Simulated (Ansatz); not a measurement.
**GaN: short molecular dynamics at 1200 K**

All numbers below come from DFT PBEsol, scalar-relativistic, plane waves, PAW in Ansatz 0.2.0. Settings: plane waves to 420 eV, k-mesh 2×2×2 (shifted by 0.5, 0.5, 0.5 steps), Fermi–Dirac smearing 0.1 eV. The mesh is coarse. No spin polarisation.

16 atoms, starting at 1.04 times the perfect crystal's volume (space group F-43m, not the usual structure, the cell as given, not relaxed at this level); Langevin thermostat at 1200 K (friction 0.02 fs⁻¹), fixed cell; 114 steps of 2 fs. The run is short and not equilibrated.

First frame:

```yaml
crystal:
  lattice:
    - [-4.56631, 0.00000, 4.56631]
    - [-4.56631, -4.56631, 0.00000]
    - [0.00000, -4.56631, 4.56631]
  atoms:
    - { symbol: Ga, position: [0.00000, 0.50000, 0.00000] }
    - { symbol: Ga, position: [0.00000, 0.00000, 0.00000] }
    - { symbol: Ga, position: [0.00000, 0.50000, 0.50000] }
    - { symbol: Ga, position: [0.00000, 0.00000, 0.50000] }
    - { symbol: Ga, position: [0.50000, 0.50000, 0.00000] }
    - { symbol: Ga, position: [0.50000, 0.00000, 0.00000] }
    - { symbol: Ga, position: [0.50000, 0.50000, 0.50000] }
    - { symbol: Ga, position: [0.50000, 0.00000, 0.50000] }
    - { symbol: N, position: [0.37500, 0.37500, 0.37500] }
    - { symbol: N, position: [0.37500, 0.87500, 0.37500] }
    - { symbol: N, position: [0.37500, 0.37500, 0.87500] }
    - { symbol: N, position: [0.37500, 0.87500, 0.87500] }
    - { symbol: N, position: [0.87500, 0.37500, 0.37500] }
    - { symbol: N, position: [0.87500, 0.87500, 0.37500] }
    - { symbol: N, position: [0.87500, 0.37500, 0.87500] }
    - { symbol: N, position: [0.87500, 0.87500, 0.87500] }
```

- Mean temperature over the second half: 1272 K
- Mean pressure over the second half (kinetic part included): -3.6 GPa
- Mean potential energy above the perfect crystal (as given, at volume ratio 1; besides heat the difference comes from the volume, 4 % larger, and the crystal's own pressure of -1.1 GPa; its own run had another smearing, without effect beside its gap): 148 meV/atom
- Mean-square drift of Ga from first to last step (mean shift of all atoms removed): 0.03 Å²
- Mean-square drift of N from first to last step (mean shift of all atoms removed): 0.04 Å²

Pair distribution functions g(r), second half of the run, up to half the cell's height:

| r (Å) | Ga-N |
| --- | --- |
| 1.65 | 0.0 |
| 1.75 | 0.3 |
| 1.85 | 4.4 |
| 1.95 | 7.1 |
| 2.05 | 5.3 |
| 2.15 | 1.7 |
| 2.25 | 0.4 |
| 2.35 | 0.0 |
| 2.45 | 0.0 |
| 2.55 | 0.0 |

Along the run (potential energy from its first value; pressure with the kinetic part):

| t (fs) | T (K) | ΔE_pot (meV/atom) | P (GPa) |
| --- | --- | --- | --- |
| 0.0 | 1125 | 0.0 | -6.4 |
| 8.0 | 714 | 41.8 | -5.9 |
| 16.0 | 547 | 91.8 | -5.0 |
| 24.0 | 632 | 92.6 | -5.0 |
| 32.0 | 729 | 85.6 | -4.9 |
| 40.0 | 870 | 100.2 | -4.4 |
| 48.0 | 931 | 121.4 | -4.0 |
| 56.0 | 964 | 146.1 | -3.9 |
| 64.0 | 933 | 140.4 | -4.5 |
| 72.0 | 1055 | 137.7 | -5.0 |
| 80.0 | 999 | 123.2 | -5.4 |
| 88.0 | 1125 | 114.5 | -4.7 |
| 96.0 | 1104 | 124.2 | -3.7 |
| 104.0 | 1056 | 148.4 | -2.9 |
| 112.0 | 1392 | 128.0 | -3.5 |
| 120.0 | 1471 | 101.6 | -4.5 |
| 128.0 | 1147 | 121.4 | -4.1 |
| 136.0 | 1183 | 115.0 | -4.2 |
| 144.0 | 1266 | 105.9 | -4.3 |
| 152.0 | 1079 | 127.9 | -3.5 |
| 160.0 | 954 | 127.3 | -3.3 |
| 168.0 | 951 | 115.4 | -3.7 |
| 176.0 | 1157 | 113.4 | -4.0 |
| 184.0 | 1037 | 154.4 | -2.9 |
| 192.0 | 1210 | 177.5 | -2.5 |
| 200.0 | 1273 | 179.7 | -2.8 |
| 208.0 | 1774 | 157.4 | -3.0 |
| 216.0 | 1847 | 143.0 | -3.6 |
| 224.0 | 1180 | 152.7 | -4.0 |